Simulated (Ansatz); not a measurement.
Runs of Ansatz 0.2.0 on HgSe. Symmetry: F-43m, No. 216, cubic system. The conventional cell has a = 6.078 Å, b = 6.078 Å, c = 6.078 Å, α = 90.00°, β = 90.00°, γ = 90.00°. Hg (site symmetry -43m) is surrounded by 4 Se at 2.63 Å. Se (site symmetry -43m) has 4 Hg at 2.63 Å as nearest neighbours. 

```csv
task,level,spin,cell,k mesh,cutoff (eV),smearing,points for each segment of the path,q mesh,gap on the mesh (eV),pressure (GPa),relaxed volume (Å³/atom)
relaxation of cell and atoms,PBEsol,off,relaxed,8 × 8 × 8,420,fermi-dirac 0.05 eV,-,-,none,0.0,(b)
relaxation of cell and atoms,RPBE,off,relaxed,8 × 8 × 8,420,fermi-dirac 0.05 eV,-,-,-,0.0,(a)
band structure,r2SCAN,"SOC, no magnetisation",as given,6 × 6 × 6,500,fermi-dirac 0.05 eV,14,-,none,2.4,-
relaxation of cell and atoms,BLYP,off,relaxed,8 × 8 × 8,420,fermi-dirac 0.05 eV,-,-,-,0.0,33.04
relaxation of cell and atoms,revPBE,off,relaxed,8 × 8 × 8,420,fermi-dirac 0.05 eV,-,-,-,0.0,(d)
relaxation of cell and atoms,LDA,off,relaxed,8 × 8 × 8,420,fermi-dirac 0.05 eV,-,-,-,0.0,27.87
band structure,revPBE,off,as given,8 × 8 × 8,420,fermi-dirac 0.05 eV,14,-,none,6.2,-
band structure,LDA,"SOC, no magnetisation",as given,6 × 6 × 6,420,fermi-dirac 0.05 eV,14,-,none,-1.0,-
band structure,RPBE,off,as given,8 × 8 × 8,420,fermi-dirac 0.05 eV,14,-,none,6.7,-
single point,PBEsol,off,as given,8 × 8 × 8,420,gaussian 0.1 eV,-,-,none,1.5,-
band structure,r2SCAN,off,as given,8 × 8 × 8,500,fermi-dirac 0.05 eV,14,-,none,(c),-
phonons,PBEsol,off,as given,6 × 6 × 6,420,fermi-dirac 0.05 eV,8,2 × 2 × 2,none,-,-
```

Alike in all rows: potentials or basis Ansatz PAW.

**Question.** Estimate the missing entries.

**Answer.** (a) 32.09; (b) 28.86; (c) 2.9; (d) 31.68.

Caveats: the PAW data sets come from PBE, with cores solved anew for the run's functional, which leaves a small shift of forces and pressure; the plane-wave basis is chosen anew once the cell has moved, so the energies of steps on either side of that aren't comparable (some runs); spin-orbit coupling is left out, which moves the levels of the heavy elements (some runs); the volume moved by +14 % from the deposited cell, more than functionals usually miss (some runs); the volume moved by over 15 % at a fixed basis, so the end points are rough (some runs); the volume moved by +18 % from the deposited cell, more than functionals usually miss (some runs); the volume moved by +13 % from the deposited cell, more than functionals usually miss (some runs).

A k mesh can miss the band edges, and rows without SOC leave out spin-orbit coupling on Hg, Se.

A gap of «none» marks a metal or a gap under the smearing width.

Runs at the PBE level aren't shown here.
